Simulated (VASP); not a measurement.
# ZrN (Fm-3m) in VASP: reference runs

Aim: a first look at ZrN with PBE, on the cell as given and on a disturbed one.

Program: VASP 6.6.1. These are calculated values, not measurements. Logs are shortened: lines on timing, memory, paths and dates and some standing lists are left out, and cuts for length are marked.

### 1 The crystal as given

It takes space group Fm-3m (No. 225, cubic). Conventional cell: a = 4.600 Å, b = 4.600 Å, c = 4.600 Å, α = 90.00°, β = 90.00°, γ = 90.00°. Zr (site symmetry m-3m) has 6 N at 2.30 Å as nearest neighbours. Around N (site symmetry m-3m) lie 6 Zr at 2.30 Å.

### 2 Single point, PBE

File INCAR:

```
SYSTEM = ZrN
ALGO     = Normal         ! electronic algorithm
EDIFF    = 1E-7           ! SCF threshold, eV
ENCUT    = 520            ! plane-wave cutoff, eV
GGA      = PE             ! functional
ISIF     = 2              ! what is computed and relaxed
ISMEAR   = -1             ! smearing method
LASPH    = .TRUE.         ! aspherical terms in the spheres
LCHARG   = .FALSE.        ! write CHGCAR
LREAL    = .FALSE.        ! projectors in reciprocal space
LWAVE    = .FALSE.        ! write WAVECAR
NBANDS   = 16             ! bands
NELM     = 60             ! most SCF steps
PREC     = Accurate       ! precision mode
SIGMA    = 0.05           ! smearing width, eV
```

File KPOINTS:

```
k-points
0
G
  10 10 10
  0 0 0
```

File POSCAR:

```
ZrN
1.0
    0.0000000000      2.3000000000      2.3000000000
    2.3000000000      0.0000000000      2.3000000000
    2.3000000000      2.3000000000      0.0000000000
Zr N
1 1
Direct
    0.5000000000      0.5000000000      0.5000000000
    0.0000000000      0.0000000000      0.0000000000
```

Potentials or basis: VASP PAW PBE potentials, release 64 (Zr_sv, N).

Launch:

```sh
$ cat potpaw_PBE.64/Zr_sv/POTCAR potpaw_PBE.64/N/POTCAR > POTCAR
$ mpirun -np 1 vasp_std > vasp.out
```

OUTCAR:

```text
SYSTEM = ZrN
   EDIFF = 1E-7
   ENCUT = 520
   GGA = PE
   ISIF = 2
   ISMEAR = -1
   LASPH = .TRUE.
   LREAL = .FALSE.
   NELM = 60
   PREC = Accurate

 ion  position               nearest neighbor table
   1  0.500  0.500  0.500-   2 2.30   2 2.30   2 2.30   2 2.30   2 2.30   2 2.30
   2  0.000  0.000  0.000-   1 2.30   1 2.30   1 2.30   1 2.30   1 2.30   1 2.30

  LATTYP: Found a face centered cubic cell.
 ALAT       =     4.6000000000

  Lattice vectors:

 A1 = (   0.0000000000,   2.3000000000,   2.3000000000)
 A2 = (   2.3000000000,   0.0000000000,   2.3000000000)
 A3 = (   2.3000000000,   2.3000000000,   0.0000000000)

Analysis of symmetry for initial positions (statically):
=====================================================================
 Subroutine PRICEL returns:
 Original cell was already a primitive cell.

 Routine SETGRP: Setting up the symmetry group for a
 face centered cubic supercell.

 Subroutine GETGRP returns: Found 48 space group operations
 (whereof 48 operations were pure point group operations)
 out of a pool of 48 trial point group operations.

The static configuration has the point symmetry O_h .

Analysis of symmetry for dynamics (positions and initial velocities):
=====================================================================
 Subroutine PRICEL returns:
 Original cell was already a primitive cell.

 Routine SETGRP: Setting up the symmetry group for a
 face centered cubic supercell.

 Subroutine GETGRP returns: Found 48 space group operations
 (whereof 48 operations were pure point group operations)
 out of a pool of 48 trial point group operations.

The dynamic configuration has the point symmetry O_h .

 Subroutine INISYM returns: Found 48 space group operations
 (whereof 48 operations are pure point group operations),
 and found     1 'primitive' translations

----------------------------------------------------------------------------------------

                                     Primitive cell

  volume of cell :      24.3340

  direct lattice vectors                    reciprocal lattice vectors
     0.000000000  2.300000000  2.300000000    -0.217391304  0.217391304  0.217391304
     2.300000000  0.000000000  2.300000000     0.217391304 -0.217391304  0.217391304
     2.300000000  2.300000000  0.000000000     0.217391304  0.217391304 -0.217391304

  length of vectors
     3.252691193  3.252691193  3.252691193     0.376532784  0.376532784  0.376532784

  position of ions in fractional coordinates (direct lattice)
     0.500000000  0.500000000  0.500000000
     0.000000000  0.000000000  0.000000000

  ion indices of the primitive-cell ions
   primitive index   ion index
                 1           1
                 2           2

----------------------------------------------------------------------------------------

 KPOINTS: k-points

Automatic generation of k-mesh.
 Grid dimensions read from file:
 generate k-points for:   10   10   10

 Generating k-lattice:

  Cartesian coordinates                     Fractional coordinates (reciprocal lattice)
    -0.021739130  0.021739130  0.021739130     0.100000000  0.000000000  0.000000000
     0.021739130 -0.021739130  0.021739130     0.000000000  0.100000000  0.000000000
     0.021739130  0.021739130 -0.021739130     0.000000000  0.000000000  0.100000000

  Length of vectors
     0.037653278  0.037653278  0.037653278

  Shift w.r.t. Gamma in fractional coordinates (k-lattice)
     0.000000000  0.000000000  0.000000000

 Subroutine IBZKPT returns following result:
 ===========================================

 Found     47 irreducible k-points:

 Following reciprocal coordinates:
            Coordinates               Weight
  0.000000  0.000000  0.000000      1.000000
  0.100000  0.000000  0.000000      8.000000
  0.200000  0.000000  0.000000      8.000000
  0.300000  0.000000  0.000000      8.000000
  0.400000  0.000000  0.000000      8.000000
  0.500000  0.000000  0.000000      4.000000
[... 39 lines left out ...]
 -0.300000  0.400000  0.200000     24.000000
 -0.300000  0.500000  0.200000     12.000000
   k-points           NKPTS =     47   k-points in BZ     NKDIM =     47   number of bands    NBANDS=     16
   number of dos      NEDOS =    301   number of ions     NIONS =      2
   total plane-waves  NPLWV =  13824
   dimension x,y,z NGX =    24 NGY =   24 NGZ =   24
   dimension x,y,z NGXF=    48 NGYF=   48 NGZF=   48
   ions per type =               1   1
   NGX,Y,Z   is equivalent  to a cutoff of  12.27, 12.27, 12.27 a.u.
   NGXF,Y,Z  is equivalent  to a cutoff of  24.53, 24.53, 24.53 a.u.
 SYSTEM =  ZrN
   PREC   = accura    normal or accurate (medium, high low for compatibility)
   ISTART =      0    job   : 0-new  1-cont  2-samecut
   ICHARG =      2    charge: 1-file 2-atom 10-const
   ISPIN  =      1    spin polarized calculation?
   LNONCOLLINEAR =      F non collinear calculations
   LSORBIT =      F    spin-orbit coupling
   LASPH  =      T    aspherical Exc in radial PAW
   ENCUT  =  520.0 eV  38.22 Ry    6.18 a.u.   6.05  6.05  6.05*2*pi/ulx,y,z
   NELM   =     60;   NELMIN=  2; NELMDL= -5     # of ELM steps
   EDIFF  = 0.1E-06   stopping-criterion for ELM
   LREAL  =      F    real-space projection
   EDIFFG = 0.1E-05   stopping-criterion for IOM
   NSW    =      0    number of steps for IOM
   IBRION =     -1    ionic relax: 0-MD 1-quasi-New 2-CG
   NFREE  =      0    steps in history (QN), initial steepest desc. (CG)
   ISIF   =      2    stress and relaxation
   ISYM   =      2    0-nonsym 1-usesym 2-fastsym
   POTIM  = 0.5000    time-step for ionic-motion
   TEBEG  =    0.0;   TEEND  =   0.0 temperature during run
   PSTRESS=    0.0 pullay stress
   NELECT =      17.0000    total number of electrons
   NUPDOWN=      -1.0000    fix difference up-down
   EMIN   =  10.00;   EMAX   =-10.00  energy-range for DOS
   EFERMI =   0.00;   METHOD = LEGACY
   ISMEAR =    -1;   SIGMA  =   0.05  broadening in eV -4-tet -1-fermi 0-gaus
   EFERMI_NEDOS =   21; number of points for ismear=-14 and -15
   IALGO  =     38    algorithm
   IMIX   =      4    mixing-type and parameters
     AMIX     =   0.40;   BMIX     =  1.00
     AMIX_MAG =   1.60;   BMIX_MAG =  1.00
  volume/ion in A,a.u.               =      12.17        82.11
  Fermi-wavevector in a.u.,A,eV,Ry     =   1.452624  2.745062 28.709889  2.110117
  Thomas-Fermi vector in A             =   2.569985
   LORBIT       =      0    0 simple, 1 ext, 2 COOP (PROOUT), +10 PAW based schemes
   GGA     = PE    functional components
   LHFCALC =     F    Hartree Fock is set to
   AEXX    =    0.0000 exact exchange contribution
   IVDW    =     0    specifies the selected vdW correction
   LEPSILON=     F    determine dielectric tensor
   LRPA    =     F    only Hartree local field effects (RPA)
 non-spin polarized calculation
  energy-cutoff  :      520.00
  volume of cell :       24.33
 maximum number of plane-waves:       666
   NGX = 13   NGY = 13   NGZ = 13

 number of electron      16.9999998 magnetization

 Free energy of the ion-electron system (eV)
  ---------------------------------------------------
  ext. energy  EPLUGINS =         0.00000000
  ---------------------------------------------------
  free energy    TOTEN  =       -20.36968033 eV

  energy without entropy =      -20.36329084  energy(sigma->0) =      -20.36648559

 E-fermi :  11.8774     XC(G=0): -12.4519

 val. band max:       11.8718788396   @ k =  -0.1000   0.1000   0.0000
 cond. band min:      11.8863187736   @ k =  -0.4000   0.3000   0.0000
 fundamental gap:      0.0144399341
 Fermi energy:        11.8774424360

 k-point     1 :       0.0000    0.0000    0.0000
  band No.  band energies     occupation
      1     -37.7675      2.00000
      2     -15.3990      2.00000
      3     -15.3990      2.00000
      4     -15.3990      2.00000
      5      -4.3936      2.00000
      6       9.1917      2.00000
[... 8 lines left out ...]
     15      21.0124      0.00000
     16      34.1535      0.00000

 k-point     2 :       0.1000    0.0000    0.0000
  band No.  band energies     occupation
      1     -37.7547      2.00000
      2     -15.5175      2.00000
      3     -15.4079      2.00000
      4     -15.4079      2.00000
      5      -4.1980      2.00000
      6       8.4078      2.00000
[... 8 lines left out ...]
     15      21.6668      0.00000
     16      32.1740      0.00000

 k-point     3 :       0.2000    0.0000    0.0000
  band No.  band energies     occupation
      1     -37.7212      2.00000
      2     -15.8143      2.00000
      3     -15.4310      2.00000
      4     -15.4310      2.00000
      5      -3.6846      2.00000
      6       6.9639      2.00000
[... 8 lines left out ...]
     15      23.1888      0.00000
     16      29.7818      0.00000

 k-point     4 :       0.3000    0.0000    0.0000
  band No.  band energies     occupation
      1     -37.6794      2.00000
      2     -16.1583      2.00000
      3     -15.4592      2.00000
      4     -15.4592      2.00000
      5      -3.0329      2.00000
      6       5.5927      2.00000
[... 8 lines left out ...]
     15      24.1327      0.00000
     16      27.4163      0.00000
[... 628 lines left out ...]
 k-point    38 :      -0.4000    0.3000    0.1000
  band No.  band energies     occupation
      1     -37.6036      2.00000
      2     -16.2576      2.00000
      3     -15.8435      2.00000
      4     -15.6297      2.00000
      5      -3.0048      2.00000
      6       5.6858      2.00000
[... 8 lines left out ...]
     15      23.1600      0.00000
     16      24.7782      0.00000

 k-point    39 :      -0.3000    0.3000    0.1000
  band No.  band energies     occupation
      1     -37.6078      2.00000
      2     -16.2355      2.00000
      3     -15.8753      2.00000
      4     -15.5910      2.00000
      5      -2.9137      2.00000
      6       5.4651      2.00000
[... 8 lines left out ...]
     15      23.4191      0.00000
     16      24.0447      0.00000

 k-point    40 :      -0.2000    0.3000    0.1000
  band No.  band energies     occupation
      1     -37.6287      2.00000
      2     -16.1946      2.00000
      3     -15.7959      2.00000
      4     -15.5335      2.00000
      5      -2.9281      2.00000
      6       5.3893      2.00000
[... 8 lines left out ...]
     15      23.9353      0.00000
     16      24.4725      0.00000

 [... further k-points ...]

------------------------ aborting loop because EDIFF is reached ----------------------------------------

  FORCE on cell =-STRESS in cart. coord.  units (eV):
  Direction    XX          YY          ZZ          XY          YZ          ZX
  --------------------------------------------------------------------------------------
  -------------------------------------------------------------------------------------
  Total       -0.0894776     -0.0894776     -0.0894776      0.0000000      0.0000000     -0.0000000
  in kB       -5.8913021     -5.8913021     -5.8913021      0.0000000      0.0000000     -0.0000000
  external PRESSURE =      -5.8913021 kB  Pullay stress =       0.0000000 kB

 VOLUME and BASIS-vectors are now :
 -----------------------------------------------------------------------------
  energy-cutoff  :      520.00
  volume of cell :       24.33
      direct lattice vectors                 reciprocal lattice vectors
     0.000000000  2.300000000  2.300000000    -0.217391304  0.217391304  0.217391304
     2.300000000  0.000000000  2.300000000     0.217391304 -0.217391304  0.217391304
     2.300000000  2.300000000  0.000000000     0.217391304  0.217391304 -0.217391304

 POSITION                                       TOTAL-FORCE (eV/Angst)
 -----------------------------------------------------------------------------------
      2.30000      2.30000      2.30000        -0.000000     -0.000000     -0.000000
      0.00000      0.00000      0.00000         0.000000      0.000000      0.000000
 -----------------------------------------------------------------------------------
    total drift:                                0.000000     -0.000000      0.000000

  FREE ENERGIE OF THE ION-ELECTRON SYSTEM (eV)
  ---------------------------------------------------
  free  energy   TOTEN  =       -20.3696803312 eV

  energy  without entropy=      -20.3632908426  energy(sigma->0) =      -20.36648559
```

Run time: 8.3 s. Hardware: 1 thread of Intel Xeon Platinum 8488C (Sapphire Rapids), shared host; peak memory 0.14 GiB.

Results:

* Free energy: -20.3697 eV
* Pressure: -0.6 GPa
* Band gap on the k mesh: none (metal or under the smearing width)

### 3 Single point, PBE (atoms moved at random, drawn with an rms of 0.05 Å)

File INCAR:

```
SYSTEM = ZrN
ALGO = Normal
EDIFF = 1E-7
ENCUT = 520
GGA = PE
ISIF = 2
ISMEAR = -1
LASPH = .TRUE.
LCHARG = .FALSE.
LREAL = .FALSE.
LWAVE = .FALSE.
NBANDS = 16
NELM = 100
PREC = Accurate
SIGMA = 0.05
```

KPOINTS is that of step 2.

File POSCAR:

```
ZrN
1.0
    0.0000000000      2.3000000000      2.3000000000
    2.3000000000      0.0000000000      2.3000000000
    2.3000000000      2.3000000000      0.0000000000
Zr N
1 1
Direct
    0.4990760000      0.5041850000      0.4978280000
    0.0004270000     -0.0045650000      0.0064170000
```

Potentials or basis: VASP PAW PBE potentials, release 64 (Zr_sv, N).

Launch:

```sh
$ cat potpaw_PBE.64/Zr_sv/POTCAR potpaw_PBE.64/N/POTCAR > POTCAR
$ mpirun -np 1 vasp_std > vasp.out
```

It took 80 s on 1 thread of Intel Xeon Platinum 8488C (Sapphire Rapids), shared host; peak memory 0.29 GiB.

The run converged. Its results:

* Free energy: -20.3657 eV
* Pressure: -0.5 GPa
* Largest force: 0.278 eV/Å
* Band gap on the k mesh: none (metal or under the smearing width)

Forces on the atoms (eV/Å):
```
Zr  -0.004  0.223 -0.166
N    0.004 -0.223  0.166
```

Stress tensor (GPa, compression positive):
```
-0.56  0.00  0.00
 0.00 -0.45  0.04
 0.00  0.04 -0.49
```

Levels at points of the mesh, in eV from the Fermi level:
| k point | band 6 | band 7 | band 8 | band 9 | band 10 | band 11 |
| --- | --- | --- | --- | --- | --- | --- |
| (0.00, 0.00, 0.00) | -2.70 | -2.70 | -2.70 | -0.43 | -0.41 | -0.41 |
| (0.50, 0.00, 0.00) | -7.65 | -5.68 | -5.68 | 2.93 | 3.00 | 3.00 |
| (0.00, 0.50, 0.00) | -7.65 | -5.68 | -5.68 | 2.93 | 3.00 | 3.01 |
| (0.00, 0.00, 0.50) | -7.65 | -5.68 | -5.68 | 2.93 | 3.00 | 3.01 |
| (0.50, 0.50, 0.50) | -7.65 | -5.68 | -5.68 | 2.93 | 3.00 | 3.00 |
| (0.50, 0.50, 0.00) | -4.61 | -3.54 | -3.20 | -3.13 | 3.29 | 4.43 |
| (0.00, 0.50, 0.50) | -4.61 | -3.57 | -3.20 | -3.09 | 3.30 | 4.43 |
| (0.50, 0.00, 0.50) | -4.61 | -3.52 | -3.20 | -3.16 | 3.29 | 4.43 |
